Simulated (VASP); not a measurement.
# Ag under changes of volume

One of the cells (18.396 Å³/atom); the others are scaled copies at fixed shape and fractional positions:

```
Ag
1.0
     2.90531    0.00000    0.00000
    -1.45266    2.51608    0.00000
     0.00000    0.00000   10.06623
Ag
4
Direct
  0.00000 0.00000 0.50000
  0.00000 0.00000 0.00000
  0.66667 0.33333 0.75000
  0.33333 0.66667 0.25000
```

This isn't the form of Ag at room conditions, which is fcc.

```yaml
Program: VASP 6.6.1
Functional: PBEsol
Potentials_or_basis: VASP PAW PBE potentials, release 64 (Ag)
Cutoff: 520 eV
k_mesh: 11 × 11 × 3
Occupations: fermi-dirac, width 0.05 eV
Spin: no spin polarisation
```

```csv
volume (Å³/atom),energy over the lowest point (meV/atom),pressure (GPa)
16.953,0.00,-1.7
17.314,?,?
17.675,16.66,-5.7
18.396,48.85,-8.6
18.757,69.39,-9.8
19.117,92.30,-10.7
```

Question: What does the run at 17.314 Å³/atom give?

Answer: Energy over the lowest point 6.09 meV/atom; pressure -3.8 GPa.

Worked out: A Birch-Murnaghan fit of order 3 (a polynomial in V^(-2/3)) to the other rows has its minimum at 16.72 Å³/atom, just outside them, with B0 = V·E''(V) = 119 GPa and B' = 6.0 at fixed shape and positions, which overstates the stiffness. It gives 6.07 meV/atom at 17.314 Å³/atom, against the run's 6.09, and -dE/dV = -3.7 GPa, against -3.8.

Energies are extrapolated to zero smearing.

Caveats: the PAW data sets were made with another functional, which shifts forces and pressure a little.
